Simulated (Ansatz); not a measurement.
# VN: input and output of an SCF run

VN is taken as a measured crystal structure (space group Fm-3m, primitive cell doubled), 4 atoms in the cell. The computed pressure is over 10 GPa in size, so the cell is far from the computed equilibrium volume. Source: COD entry 1011318; the sample's temperature and pressure aren't taken into account, and it need not be the stable phase.

All numbers below come from DFT, PBE, PAW, plane waves, scalar-relativistic (Ansatz development build ahead of 0.2.0).

Input file:

```yaml
crystal:
  lattice:
    - [4.28, 2.14, 2.14]
    - [2.14, 4.28, 2.14]
    - [2.14, 2.14, 4.28]
  atoms:
    - { symbol: V, position: [0.0, 0.0, 0.0], spin: 2.0 }
    - { symbol: V, position: [0.5, 0.5, 0.5], spin: 2.0 }
    - { symbol: "N", position: [0.25, 0.25, 0.25] }
    - { symbol: "N", position: [0.75, 0.75, 0.75] }
magnetization:
  spin_polarized: true
hamiltonian:
  xc: pbe
  pseudopotentials: { kind: paw }
basis:
  ecutwfc: 420
kpoints:
  mp_grid: { grid: [8, 8, 8] }
scf:
  occupations: { method: fermi_dirac, width: 0.05 }
output:
  forces: true
  stress: true
```

Launched as:
```sh
ansatz run input.yaml --threads 2 --pin off --max-ram 5120MiB --backend cpu --events-out ev --progress --plain --runs-dir out
```

Program output, abridged:

```
basis.fft_grid_basis auto: the FFT boxes are laid along the combinations [[1, 0, -1], [0, 1, -1], [0, 0, 1]] of the cell's own vectors, 3.026, 3.026 and 5.242 Å long. The dense box has 24×24×36 points. Along the cell's own vectors, as sized, it would have 36×36×36, 2.25 times as many. [...]
Pseudopotentials: kind: paw
Pseudopotential: V, paw, valence charge 13, recommended cutoff 420 eV (normal), V.paw.azcp
Pseudopotential: N, paw, valence charge 5, recommended cutoff 420 eV (normal), N.paw.azcp
Functional definition: PBE
Crystal: 4 atoms, lattice volume = 39.201 Å³
Basis set: ecut = 420 eV, 779 PW (Γ), FFT grids on a1−a3, a2−a3, a3, exchange–correlation on 48×48×72 points (8 copies of the dense FFT grid, shifted against one another)
Bands: 24, of which v1, the nominal top of the filled ones, is band 18 counted from 1 (17 counted from 0)
Symmetry: 24 space group operations
Space group: Fm-3m (ITA 225), of the structure as read, at distance tolerance 3.4e-5 Å
Magnetic group: BNS 225.116 (UNI 1618), of the structure as read, at distance tolerance 3.4e-5 Å
k-points: 65 of 512
Non-local potential: V, projectors of the file, l = 0: 3, l = 1: 2, l = 2: 3, l = 3: 1
Non-local potential: N, projectors of the file, l = 0: 2, l = 1: 2, l = 2: 1
Initial density: superposition of atomic densities (chi_scale 0.1, normalization cell, long waves kept (reshape's long-wave potential 0.00 eV rms))
Starting moments: Σ|m| = 4 μB on 2 of 4 sites
Initial wavefunctions: pseudopotential atomic-orbital guess
Functional: x = pbe(κ = 0.804, μ = 0.2195149727645171), c = pbe(β = 0.06672455060314922)
SCF iter   1: F=—  HF=-6597.369764 eV  |F-HF|=—  |Δ(HF+E_count)|=         —  Δρ=1.03e-1 (↑1.03e-1 ↓6.90e-2)  dr2=2.12e0  dr2_m=2.33e0  M=1.151 μB ∫|m|=1.409 μB  β_m=0.30  ethr=3.10e-3  ⟨swp⟩=3.5  Hψ=10768  notcnv=0
Mixer restart at iter 1: flushing history
preconditioner: auto → Kerker (q_TF=auto, 2.690 Å⁻¹)  [metal: Δε(μ)=0.006 eV  Ē_g=8.425 eV  σ=0.050 eV  W_gap=0.03  n_scr=16 (ndim 8)  ℏωp=26.5 eV  f_vac=0.000  D(μ)=3.13/eV (n_scr^D=28)]
spin=Collinear: Kerker preconditioning applied to the charge; magnetization (m = ρ↑ − ρ↓) channel mixes plain (no charge-response kernel on spin).
SCF iter   2: F=—  HF=-6596.129563 eV  |F-HF|=—  |Δ(HF+E_count)|=    1.24e0  Δρ=6.01e-2 (↑6.01e-2 ↓5.29e-2)  dr2=3.33e-1  dr2_m=1.06e0  M=1.212 μB ∫|m|=1.448 μB  β_m=0.52  ethr=3.10e-3  ⟨swp⟩=2.0  Hψ=4792  notcnv=0  defer=10
SCF iter   3: F=—  HF=-6596.202640 eV  |F-HF|=—  |Δ(HF+E_count)|=   7.31e-2  Δρ=2.26e-2 (↑1.88e-2 ↓2.26e-2)  dr2=2.98e-2  dr2_m=1.41e-1  M=1.079 μB ∫|m|=1.235 μB  β_m=0.72  ethr=9.25e-4  ⟨swp⟩=2.0  Hψ=4161  notcnv=0  defer=10
SCF iter   4: F=—  HF=-6596.281681 eV  |F-HF|=—  |Δ(HF+E_count)|=   7.90e-2  Δρ=6.91e-3 (↑6.91e-3 ↓5.71e-3)  dr2=2.77e-3  dr2_m=1.31e-2  M=0.782 μB ∫|m|=0.860 μB  β_m=0.86  ethr=8.28e-5  ⟨swp⟩=2.4  Hψ=5809  notcnv=0  defer=2
SCF iter   5: F=—  HF=-6596.288043 eV  |F-HF|=—  |Δ(HF+E_count)|=   6.36e-3  Δρ=7.71e-3 (↑7.71e-3 ↓3.89e-3)  dr2=8.63e-3  dr2_m=1.11e-2  M=0.527 μB ∫|m|=0.570 μB  β_m=0.86  ethr=7.69e-6  ⟨swp⟩=2.1  Hψ=5794  notcnv=0  defer=2
SCF iter   6: F=—  HF=-6596.293053 eV  |F-HF|=—  |Δ(HF+E_count)|=   5.01e-3  Δρ=3.49e-3 (↑3.49e-3 ↓2.55e-3)  dr2=1.16e-3  dr2_m=3.02e-3  M=0.256 μB ∫|m|=0.270 μB  β_m=0.93  ethr=7.69e-6  ⟨swp⟩=2.0  Hψ=5988  notcnv=0  defer=1
SCF iter   7: F=—  HF=-6596.293769 eV  |F-HF|=—  |Δ(HF+E_count)|=   7.16e-4  Δρ=9.84e-4 (↑9.84e-4 ↓5.91e-4)  dr2=3.37e-4  dr2_m=1.41e-4  M=-0.057 μB ∫|m|=0.068 μB  β_m=0.96  ethr=3.22e-6  ⟨swp⟩=2.0  Hψ=6011  notcnv=0
SCF iter   8: F=—  HF=-6596.293892 eV  |F-HF|=—  |Δ(HF+E_count)|=   1.23e-4  Δρ=2.33e-4 (↑2.33e-4 ↓2.13e-4)  dr2=1.42e-5  dr2_m=1.37e-5  M=-0.017 μB ∫|m|=0.020 μB  β_m=0.98  ethr=9.35e-7  ⟨swp⟩=2.0  Hψ=4344  notcnv=0
SCF iter   9: F=—  HF=-6596.293904 eV  |F-HF|=—  |Δ(HF+E_count)|=   1.20e-5  Δρ=6.63e-5 (↑2.86e-5 ↓6.63e-5)  dr2=2.84e-6  dr2_m=2.34e-7  M=-0.002 μB ∫|m|=0.003 μB  β_m=0.99  ethr=3.94e-8  ⟨swp⟩=2.0  Hψ=4548  notcnv=0
SCF iter  10: F=—  HF=-6596.293904 eV  |F-HF|=—  |Δ(HF+E_count)|=   6.61e-8  Δρ=7.72e-6 (↑5.33e-6 ↓7.72e-6)  dr2=3.94e-8  dr2_m=6.33e-9  M=0.000 μB ∫|m|=0.000 μB  β_m=1.00  ethr=7.89e-9  ⟨swp⟩=2.5  Hψ=5207  notcnv=0
SCF iter  11: F=—  HF=-6596.293904 eV  |F-HF|=—  |Δ(HF+E_count)|=   1.12e-8  Δρ=1.93e-6 (↑1.93e-6 ↓1.87e-6)  dr2=1.26e-9  dr2_m=9.00e-10  M=-0.000 μB ∫|m|=0.000 μB  β_m=1.00  ethr=1.09e-10  ⟨swp⟩=2.3  Hψ=4942  notcnv=0
SCF iter  12: F=—  HF=-6596.293904 eV  |F-HF|=—  |Δ(HF+E_count)|=  6.83e-10  Δρ=1.16e-6 (↑8.68e-7 ↓1.16e-6)  dr2=1.23e-10  dr2_m=3.27e-10  M=-0.000 μB ∫|m|=0.000 μB  β_m=1.00  ethr=3.50e-12  ⟨swp⟩=2.0  Hψ=5393  notcnv=0
SCF iter  13: F=-6596.293904 eV  HF=-6596.293904 eV  |F-HF|=7.28e-12  |Δ(HF+E_count)|=  1.99e-10  Δρ=2.57e-7 (↑2.57e-7 ↓1.70e-7)  dr2=2.78e-11  dr2_m=1.00e-11  M=-0.000 μB ∫|m|=0.000 μB  ethr=1.00e-12  ⟨swp⟩=1.0  Hψ=9202  notcnv=0
SCF 1 converged in 13 iterations: F = -6596.293904 eV  dr2 = 2.78e-11
  greatest PAW one-centre occupation: 1.000 electrons in one spin orbital (limit 2), on the V atom at site 1 (counted from 0), in its partial waves of l = 0
Symmetry: 12 space group operations
Initial density: read from a saved state, or passed on in memory by an earlier SCF of this step, an earlier step, the calling program or the single point that the run made first
Starting moments: Σ|m| = 4 μB on 2 of 4 sites; this step starts from the density that it was given
Initial wavefunctions: those read from a saved state, or passed on in memory by an earlier step or the calling program
iter 1 solved again at ethr=1.00e-12 eV; its pass at ethr=2.78e-6 eV (dr2=2.78e-11 eV) is discarded
SCF iter   1: F=—  HF=-6596.293904 eV  |F-HF|=—  |Δ(HF+E_count)|=         —  Δρ=2.57e-7 (↑2.57e-7 ↓1.70e-7)  dr2=2.78e-11  dr2_m=1.01e-11  M=-0.000 μB ∫|m|=0.000 μB  ethr=1.00e-12  ⟨swp⟩=1.0  Hψ=17390  notcnv=0
preconditioner: auto → Kerker (q_TF=auto, 2.690 Å⁻¹)  [metal: Δε(μ)=0.030 eV  Ē_g=7.490 eV  σ=0.050 eV  W_gap=0.15  n_scr=16 (ndim 8)  ℏωp=26.5 eV  f_vac=0.000  D(μ)=4.21/eV (n_scr^D=60)]
spin=Collinear: Kerker preconditioning applied to the charge; magnetization (m = ρ↑ − ρ↓) channel mixes plain (no charge-response kernel on spin).
SCF iter   2: F=—  HF=-6596.309302 eV  |F-HF|=—  |Δ(HF+E_count)|=   1.54e-2  Δρ=2.74e-3 (↑2.74e-3 ↓2.69e-3)  dr2=9.25e-4  dr2_m=2.43e-3  M=0.000 μB ∫|m|=1.386 μB  ethr=2.78e-6  ⟨swp⟩=1.0  Hψ=18251  notcnv=0
SCF iter   3: F=—  HF=-6596.327748 eV  |F-HF|=—  |Δ(HF+E_count)|=   1.84e-2  Δρ=1.38e-3 (↑1.38e-3 ↓1.38e-3)  dr2=2.22e-4  dr2_m=6.10e-4  M=-0.000 μB ∫|m|=2.507 μB  ethr=2.78e-6  ⟨swp⟩=1.0  Hψ=9861  notcnv=0
SCF iter   4: F=—  HF=-6596.328291 eV  |F-HF|=—  |Δ(HF+E_count)|=   5.42e-4  Δρ=1.40e-4 (↑1.40e-4 ↓1.38e-4)  dr2=8.03e-6  dr2_m=3.05e-6  M=-0.000 μB ∫|m|=2.417 μB  ethr=2.78e-6  ⟨swp⟩=1.0  Hψ=7050  notcnv=0
SCF iter   5: F=—  HF=-6596.328293 eV  |F-HF|=—  |Δ(HF+E_count)|=   2.01e-6  Δρ=1.19e-5 (↑1.17e-5 ↓1.19e-5)  dr2=7.05e-8  dr2_m=2.21e-8  M=0.000 μB ∫|m|=2.410 μB  ethr=2.78e-10  ⟨swp⟩=2.0  Hψ=9901  notcnv=0
SCF iter   6: F=-6596.328293 eV  HF=-6596.328293 eV  |F-HF|=2.53e-9  |Δ(HF+E_count)|=   3.90e-8  Δρ=2.09e-6 (↑1.80e-6 ↓2.09e-6)  dr2=2.59e-9  dr2_m=4.13e-10  M=0.000 μB ∫|m|=2.409 μB  ethr=2.78e-10  ⟨swp⟩=1.0  Hψ=8371  notcnv=0
SCF iter   7: F=-6596.328293 eV  HF=-6596.328293 eV  |F-HF|=2.50e-9  |Δ(HF+E_count)|=  9.09e-12  Δρ=2.08e-6 (↑1.79e-6 ↓2.08e-6)  dr2=2.56e-9  dr2_m=4.11e-10  M=0.000 μB ∫|m|=2.409 μB  ethr=7.18e-12  ⟨swp⟩=1.0  Hψ=9278  notcnv=0
SCF 2 converged in 7 iterations: F = -6596.328293 eV  dr2 = 2.56e-9
  greatest PAW one-centre occupation: 1.000 electrons in one spin orbital (limit 2), on the V atom at site 0 (counted from 0), in its partial waves of l = 0
iter 1 solved again at ethr=7.05e-12 eV; its pass at ethr=3.10e-3 eV (dr2=2.54e-9 eV) is discarded
SCF iter   1: F=—  HF=-6596.328293 eV  |F-HF|=—  |Δ(HF+E_count)|=         —  Δρ=2.08e-6 (↑1.78e-6 ↓2.08e-6)  dr2=2.55e-9  dr2_m=4.11e-10  M=0.000 μB ∫|m|=2.409 μB  β_m=0.30  ethr=7.05e-12  ⟨swp⟩=1.0  Hψ=14472  notcnv=0
preconditioner: auto → Kerker (q_TF=auto, 2.690 Å⁻¹)  [metal: Δε(μ)=0.011 eV  Ē_g=7.591 eV  σ=0.050 eV  W_gap=0.06  n_scr=16 (ndim 8)  ℏωp=26.5 eV  f_vac=0.000  D(μ)=4.78/eV (n_scr^D=60)]
spin=Collinear: Kerker preconditioning applied to the charge; magnetization (m = ρ↑ − ρ↓) channel mixes plain (no charge-response kernel on spin).
SCF iter   2: F=-6596.328293 eV  HF=-6596.328293 eV  |F-HF|=7.06e-10  |Δ(HF+E_count)|=  6.61e-10  Δρ=1.35e-6 (↑1.35e-6 ↓9.03e-7)  dr2=8.98e-10  dr2_m=1.88e-10  M=-0.000 μB ∫|m|=2.409 μB  ethr=7.05e-12  ⟨swp⟩=2.1  Hψ=6052  notcnv=0
SCF 3 converged in 2 iterations: F = -6596.328293 eV  dr2 = 8.98e-10
the run went on to a lower state, not held to the crystal's whole symmetry: an SCF along what the orbitals of the run's state read of its open shells (or to have them read: on a GPU, or by another smearing), with 12 of the crystal's symmetry operations given up, reached one 0.0344 eV below the state on which the r [...]
WARN: the starting moments were not kept: 1 of 2 ended reversed and 1 kept their direction, counting a site from 0.1 of the cell's largest site moment. The largest reversed, site 1 (counted from 0, in the order of the report's site_moments_mub), started with +2.0 μB and closes at -9.4e-1 μB in its sphere. The net magnetisation is 4.3e-6 μB in size, at most 0.1 of the 4 μB that the starting moments add up to as vectors. The SCF closed on another magnetic arrangement than the starting moments describe; [...]
SCF converged after 2 iterations
Magnetization: -0.0000 μB (18.0000 up, 18.0000 down)
Absolute magnetization: 2.4079 μB (∫|ρ↑−ρ↓|, with the PAW one-centre terms)
Spin contamination: 0.8261 ħ² per cell (⟨S²⟩ above its minimum at these occupations)
Per-site moments (μB) at R_I (Å): [(0.9395, 0.8827), (-0.9395, 0.8827), (-1.7943e-7, 0.8827), (-1.7943e-7, 0.8827)]
Free energy (F): -6596.328293 eV
Harris-Foulkes:  -6596.328293 eV  (|F-HF|=7.06e-10)
Internal energy: -6596.289854 eV  (E = F + TS)
E sigma→0 (E₀):  -6596.309074 eV
Entropy (-TS):   -0.038438 eV (-9.610 meV/atom)
Fermi energy:    16.072928 eV
--- Per-component energies (eV) ---
  E_band       = -278.114057
  E_kinetic    = 926.836516
  E_local      = -2097.379685  (includes V_loc(G=0)·N_el)
  E_nonlocal   = -2.289166
  E_hartree    = 903.557358
  E_xc         = -379.760984
  E_vxc        = -481.856514  (∫ρ·V_xc dr)
  E_paw        = -2478.122496  (= ΣΔE_a)
  E_vpaw       = -430.541758  (= ΣTr[D̂ρ^β])
  E_aug_tail   = 0.000634  (compensation charges beyond the density's cutoff)
  E_ewald      = -3469.132031
  E_smearing   = -0.038438  (= −TS)
  E_closure    = -0.000000  (closes the sum)
  Σ components = -6596.328293   (vs F -6596.328293, Δ=0.00e0)
--- Forces (eV/Å), atoms counted from 1 ---
  atom   1  V     -0.00000000     0.00000000     0.00000000
  atom   2  V      0.00000000    -0.00000000     0.00000000
  atom   3  N      0.00000308     0.00000308     0.00000308
  atom   4  N     -0.00000308    -0.00000308    -0.00000308
  max |Σ_I F_I| component: 0.00e0 eV/Å
--- Stress (GPa, compression-positive) ---
      -23.310226      -0.752693      -0.752693
       -0.752693     -23.310226      -0.752693
       -0.752693      -0.752693     -23.310226
  P = ⅓ Tr σ = -23.3102 GPa (-233.102 kbar)
--- Band table (eV; the first three rows and the last of 130) ---
  k-point 0 ↑: bands = ["-49.6993", "-48.5772", "-23.6217", "-23.3992", "-23.3992", "-22.4918", "-22.2794", "-22.2794", "-0.9367", "1.3149", "8.1179", "10.7912", "10.7912", "14.1806", "14.1806", "14.1850", "14.7304", "14.7304", "14.7932", "15.7998", "15.7998", "16.9286", "16.9286", "17.5030"]
  k-point 1 ↑: bands = ["-49.6950", "-48.5730", "-23.6120", "-23.4340", "-23.4071", "-22.4883", "-22.3163", "-22.2877", "-0.6967", "1.2581", "8.4401", "10.7601", "10.8919", "12.5694", "13.3207", "13.3777", "14.7255", "15.3082", "15.4808", "16.2129", "16.7608", "16.9931", "17.1761", "17.4003"]
  k-point 2 ↑: bands = ["-49.6849", "-48.5627", "-23.5885", "-23.5171", "-23.4259", "-22.4800", "-22.4042", "-22.3075", "-0.0840", "1.1633", "9.1877", "10.5640", "10.7085", "11.1226", "12.2587", "12.5240", "14.6601", "15.7858", "16.1372", "16.5418", "16.7619", "17.4445", "17.5284", "18.3746"]
  k-point 64 ↓: bands = ["-49.6989", "-48.5777", "-23.6003", "-23.3990", "-23.3990", "-22.5172", "-22.2797", "-22.2797", "0.0185", "0.0444", "10.4802", "10.7646", "11.7605", "11.7605", "11.9908", "11.9908", "15.1594", "15.1594", "15.7107", "16.4376", "16.4376", "16.6288", "18.4704", "18.4704"]
```

Among 12 converged runs of this cell from various starts and settings, this end is the lowest found.

The mesh is too coarse to rank close states of a metal with certainty: differences of some tens of meV/atom may change, at times in sign. The program warns that the starting moments weren't kept.

The run took 29 s on 2 threads of Arm Neoverse V2 (shared host), peak memory 0.61 GiB.
